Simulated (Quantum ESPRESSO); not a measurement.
A calculation with Quantum ESPRESSO 7.5 of Tl (native input, structure typed inline):

Contents of pw.in:

```
&CONTROL
  calculation = 'scf'
  prefix = 'pwscf'
  outdir = './tmp'
  pseudo_dir = './pseudo'
  tprnfor = .true.
  tstress = .true.
  disk_io = 'low'
/
&SYSTEM
  ibrav = 0
  nat = 2
  ntyp = 1
  ecutwfc = 55
  ecutrho = 440
  nbnd = 20
  occupations = 'smearing'
  smearing = 'fd'
  degauss = 0.00367493
/
&ELECTRONS
  conv_thr = 4d-10
  electron_maxstep = 120
  mixing_beta = 0.5
/
ATOMIC_SPECIES
Tl   204.3800 Tl_pbe_v1.2.uspp.F.UPF
CELL_PARAMETERS angstrom
   3.4560000000    0.0000000000    0.0000000000
  -1.7280000000    2.9929837955    0.0000000000
   0.0000000000    0.0000000000    5.5250000000
ATOMIC_POSITIONS crystal
Tl     0.6666666667    0.3333333333    0.7500000000
Tl     0.3333333333    0.6666666667    0.2500000000
K_POINTS automatic
9 9 5 0 0 0
```

File pp_density.in:

```
&INPUTPP
  prefix = 'pwscf'
  outdir = './tmp'
  filplot = 'density.dat'
  plot_num = 0
/
&PLOT
  nfile = 1
  filepp(1) = 'density.dat'
  iflag = 3
  output_format = 6
  fileout = 'density.cube'
/
```

pp_potential.in

```
&INPUTPP
  prefix = 'pwscf'
  outdir = './tmp'
  filplot = 'potential.dat'
  plot_num = 11
/
&PLOT
  nfile = 1
  filepp(1) = 'potential.dat'
  iflag = 3
  output_format = 6
  fileout = 'potential.cube'
/
```

Potentials or basis: SSSP 1.3 efficiency PBE.

Command:

```console
$ OMP_NUM_THREADS=1 pw.x -in pw.in > pw.out
$ OMP_NUM_THREADS=1 pp.x -in pp_density.in > pp_density.out
$ OMP_NUM_THREADS=1 pp.x -in pp_potential.in > pp_potential.out
```

Problem. Write the same calculation in another form: ASE script, structure from a P1 CIF.

Solution. As run:

The input run.py:

```python
import numpy as np
from ase.calculators.espresso import Espresso, EspressoProfile
from ase.io import read

atoms = read('Tl.cif')

input_data = {
    'control': {'calculation': 'scf', 'prefix': 'pwscf', 'outdir': './tmp', 'tprnfor': True, 'tstress': True, 'disk_io': 'nowf'},
    'system': {'ecutwfc': 55.0, 'ecutrho': 440.0, 'nbnd': 20, 'occupations': 'smearing', 'smearing': 'fd', 'degauss': 0.00367493},
    'electrons': {'conv_thr': 4e-10, 'electron_maxstep': 120, 'mixing_beta': 0.5},
}
pseudopotentials = {'Tl': 'Tl_pbe_v1.2.uspp.F.UPF'}
profile = EspressoProfile(command='pw.x', pseudo_dir='pseudo')
atoms.calc = Espresso(profile=profile, input_data=input_data, pseudopotentials=pseudopotentials, kpts=(9, 9, 5), koffset=(0, 0, 0))

print(f'energy {atoms.get_potential_energy():.8f} eV')
print('forces (eV/A)')
print(np.round(atoms.get_forces(), 6))
print('stress (eV/A^3, Voigt)')
print(np.round(atoms.get_stress(), 8))
print(f'Fermi level {atoms.calc.get_fermi_level():.4f} eV')
```

Contents of Tl.cif:

```cif
data_Tl
_cell_length_a 3.45600000
_cell_length_b 3.45600000
_cell_length_c 5.52500000
_cell_angle_alpha 90.00000000
_cell_angle_beta 90.00000000
_cell_angle_gamma 120.00000000
_space_group_name_H-M_alt 'P1'
_space_group_name_Hall 'P 1'
_space_group_IT_number 1
loop_
_space_group_symop_operation_xyz
'x,y,z'
loop_
_atom_site_label
_atom_site_type_symbol
_atom_site_symmetry_multiplicity
_atom_site_Wyckoff_symbol
_atom_site_fract_x
_atom_site_fract_y
_atom_site_fract_z
_atom_site_occupancy
Tl1 Tl 1 a 0.6666666667 0.3333333333 0.7500000000 1
Tl2 Tl 1 a 0.3333333333 0.6666666667 0.2500000000 1
```

Potentials or basis: SSSP 1.3 efficiency PBE.

Run with:

```sh
$ OMP_NUM_THREADS=1 python run.py
```

Both were run:

|  | native input, structure typed inline | ASE script, structure from a P1 CIF |
| --- | --- | --- |
| Pressure | 3.0 GPa | 3.0 GPa |
| Band gap on the k mesh | none (metal or under the smearing width) | none (metal or under the smearing width) |

Keys that steer only the numerical path or the files written may differ.
